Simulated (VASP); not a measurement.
Set up this calculation in VASP 6.6.1, as the native input.

```yaml
Task: single point
Functional: HSE(alpha, omega)
Potentials_or_basis: VASP PAW PBE potentials, release 64 (B)
Cutoff: 520 eV
k_mesh: 7 × 7 × 7
Occupations: fermi-dirac, width 0.05 eV
Spin: no spin polarisation
Screening_parameter: 0.3
Grid_for_exact_exchange_PRECFOCK: Fast
Further_INCAR_settings: ALGO = Normal; EDIFF = 1e-07
```

The system is B.

```
CELL_PARAMETERS angstrom
1.88524 0.00000 0.00000
0.00000 1.88524 0.00000
0.00000 0.00000 1.88524
ATOMIC_POSITIONS crystal
B 0.50000 0.50000 0.50000
```

The cell was built by a generator and needn't be a form met in nature.

These files were run (other wordings do the same):

POSCAR

```
B
1.0
    1.8852400000      0.0000000000      0.0000000000
    0.0000000000      1.8852400000      0.0000000000
    0.0000000000      0.0000000000      1.8852400000
B
1
Direct
    0.5000000000      0.5000000000      0.5000000000
```

INCAR.step1

```
PREC = Accurate
ENCUT = 520
EDIFF = 1E-5
ISMEAR = -1
SIGMA = 0.05
LREAL = F
LASPH = T
NELM = 100
ALGO = Normal
ISIF = 2
LWAVE = T
LCHARG = F
GGA = PE
```

INCAR.step2

```
PREC = Accurate
ENCUT = 520
EDIFF = 1E-7
ISMEAR = -1
SIGMA = 0.05
LREAL = F
LASPH = T
NELM = 100
ALGO = Normal
ISIF = 2
LWAVE = F
LCHARG = F
GGA = PE
LHFCALC = T
HFSCREEN = 0.3
AEXX = 0.25
PRECFOCK = Fast
ISTART = 1
```

KPOINTS

```
regular mesh
0
Gamma
  7 7 7
```

Potentials or basis: VASP PAW PBE potentials, release 64 (B).

Run with:

```bash
$ cat potpaw_PBE.64/B/POTCAR > POTCAR
$ cp INCAR.step1 INCAR
$ mpirun -np 1 vasp_std > vasp.out
$ cp INCAR.step2 INCAR
$ mpirun -np 1 vasp_std > vasp.out
```

It gave:

The pressure is -4.1 GPa and the band gap on the k mesh is none (metal or under the smearing width).

Caveat: the k mesh is coarse (spacing up to 0.48 Å⁻¹), so the values aren't converged, least of all with exact exchange; the PAW data sets were made with another functional, which shifts forces and pressure a little.

Wall time 19 s on 1 thread of Intel(R) Xeon(R) Platinum 8488C (Sapphire Rapids), with other jobs on the host, peak memory 0.2 GiB.
